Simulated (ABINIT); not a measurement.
Zn in ABINIT: convergence with k mesh

Crystal: Zn.

```xyz
2
Lattice="2.6700 0.0000 0.0000 -1.3350 2.3123 0.0000 0.0000 0.0000 4.9660" Properties=species:S:1:pos:R:3 pbc="T T T"
Zn    1.3350    0.7708    3.7245
Zn    0.0000    1.5415    1.2415
```

| Quantity | Value |
| --- | --- |
| Program | ABINIT 10.8.3 (patched build) |
| Task | single point |
| Functional | r2SCAN |
| Potentials or basis | JTH PAW LDA v2.0 |
| Cutoff | 707 eV |
| k mesh | 2 × 2 × 1 |
| Occupations | gaussian, width 0.05 eV |
| Spin | no spin polarisation |

These are the settings of the first run; the series varies k mesh, with any setting tied to it.

Hardware: 1 thread of Arm Neoverse V2, on a shared host.

| k mesh | energy less the tightest run, at zero smearing (meV/atom) | pressure (GPa) | SCF cycles | CPU time (s) | peak memory (GiB) |
| --- | --- | --- | --- | --- | --- |
| 2 × 2 × 1 | 750.63 | -0.43 | 13 | 12 | 0.1 |
| 3 × 3 × 2 | 387.01 | 2.50 | 17 | 26 | 0.11 |
| 4 × 4 × 2 | -147.23 | -6.55 | 16 | 27 | 0.11 |
| 5 × 5 × 3 | 4.91 | -4.22 | 21 | 45 | 0.11 |
| 7 × 7 × 4 | -35.88 | -5.19 | 18 | 75 | 0.12 |
| 8 × 8 × 4 | 9.49 | -4.62 | 14 | 71 | 0.12 |
| 9 × 9 × 5 | 17.86 | -4.61 | 18 | 110 | 0.12 |
| 11 × 11 × 6 | 3.98 | -4.83 | 21 | 210 | 0.14 |
| 14 × 14 × 8 | 0.00 | -5.06 | 17 | 300 | 0.18 |

Not settled before the last step: the energy (to 1 meV/atom), the pressure (to 0.1 GPa). Meshes of other sizes hit other points, so gaps and Fermi surfaces needn't settle smoothly. The tightest run that finished is the yardstick and may itself not be fully converged.

Caveat, for the tightest run too: the PAW data sets were made with another functional, which shifts forces and pressure a little.
